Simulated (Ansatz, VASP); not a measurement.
**One calculation of Al, two programs**

```
Al
1.0
     0.00000    2.06452    2.06452
     2.06452    0.00000    2.06452
     2.06452    2.06452    0.00000
Al
1
Cartesian
  0.0000 0.0000 0.0000
```

Alike in both runs: task single point; functional r2SCAN; dispersion D4; k mesh 11 × 11 × 11; occupations fermi-dirac, width 0.05 eV; no spin polarisation.

|  | VASP | Ansatz |
| --- | --- | --- |
| version | VASP 6.6.1 | Ansatz 0.2.0 |
| potentials or method | VASP PAW PBE potentials, release 64 (Al) | Ansatz PAW |
| plane-wave cutoff (eV) | 520 | 500 |
| valence electrons in the cell | 3 | 3 |

VASP gave:

* gap on the k mesh at the Fermi level (eV): none
* pressure (GPa): -8.4
* dispersion energy (meV/atom): -111.5

Task: Which values does Ansatz return?

Result: gap on the k mesh at the Fermi level (eV): none; pressure (GPa): -8.2; dispersion energy (meV/atom): -111.7.

A gap of «none» marks a metal or a gap that the smearing closes.

Caveats: pairwise dispersion overbinds metals, which lowers pressure and volume; the PAW data sets were made with another functional, which shifts forces and pressure a little (VASP); the PAW data sets come from PBE, with cores solved anew for the run's functional, which leaves a small shift of forces and pressure (Ansatz).
